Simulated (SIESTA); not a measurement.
**Ge under changes of volume**

One of the cells (22.639 Å³/atom); the others are scaled copies at fixed shape and fractional positions:

```xyz
2
Lattice="0.0000 2.8289 2.8289 2.8289 0.0000 2.8289 2.8289 2.8289 0.0000" Properties=species:S:1:pos:R:3 pbc="T T T"
Ge    4.2434    4.2434    4.2434
Ge    2.8289    2.8289    2.8289
```

| Property | Result |
| --- | --- |
| Program | SIESTA 5.4.2 |
| Functional | PBE |
| Potentials or basis | PseudoDojo 0.4 standard (PBE files) |
| Basis | TZDP (energy shift 0.01 Ry) |
| Grid cutoff | 800 Ry |
| Energy shift | 0.01 Ry |
| k mesh | 8 × 8 × 8 |
| Occupations | fermi-dirac, width 0.05 eV |
| Spin | no spin polarisation |

```tsv
volume (Å³/atom)	energy over the lowest point (meV/atom)	pressure (GPa)
21.281	95.44	11.7
21.733	65.96	9.1
22.186	43.34	7.2
22.639	?	?
23.092	11.90	3.7
23.545	3.54	2.1
23.997	0.00	0.5
```

**Question.** What does the run at 22.639 Å³/atom give?

**Answer.** Energy over the lowest point 25.02 meV/atom; pressure 5.6 GPa.

Worked out: A Birch-Murnaghan fit of order 3 (a polynomial in V^(-2/3)) to the other rows has its minimum at 24.17 Å³/atom, just outside them, with B0 = V·E''(V) = 78 GPa (rough, since the energies scatter). It gives 24.93 meV/atom at 22.639 Å³/atom, against the run's 25.02, and -dE/dV = 5.5 GPa, against 5.6.

Energies are extrapolated to zero smearing.

Caveats: semicore shells carry a single zeta, which can move pressures by several GPa and volumes by a few percent; the basis of atomic orbitals isn't converged, which shifts pressures, moduli and gaps.
